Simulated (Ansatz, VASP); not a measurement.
## BiS in VASP and in Ansatz

```xyz
2
Lattice="4.0029 0.0000 0.0000 0.0000 4.0029 0.0000 0.0000 0.0000 4.0029" Properties=species:S:1:pos:R:3 pbc="T T T"
Bi    2.0015    2.0015    2.0015
S     0.0000    0.0000    0.0000
```

The cell was built by a generator and needn't be a form met in nature.

Alike in both runs: task single point; functional PBE; k mesh 7 × 7 × 7; occupations gaussian, width 0.022 eV; no spin polarisation.

|  | VASP | Ansatz |
| --- | --- | --- |
| version | VASP 6.6.1 | Ansatz 0.2.0 |
| potentials or method | VASP PAW PBE potentials, release 64 (Bi_d, S) | Ansatz PAW |
| plane-wave cutoff (eV) | 520 | 420 |
| valence electrons in the cell | 21 | 21 |

|  | VASP | Ansatz | Ansatz less VASP |
| --- | --- | --- | --- |
| gap on the k mesh at the Fermi level (eV) | none | none | - |
| pressure (GPa) | -10.9 | -10.9 | +0.06 |

A gap of «none» marks a metal or a gap that the smearing closes.

Caveats: spin-orbit coupling is left out, which moves the levels of the heavy elements.
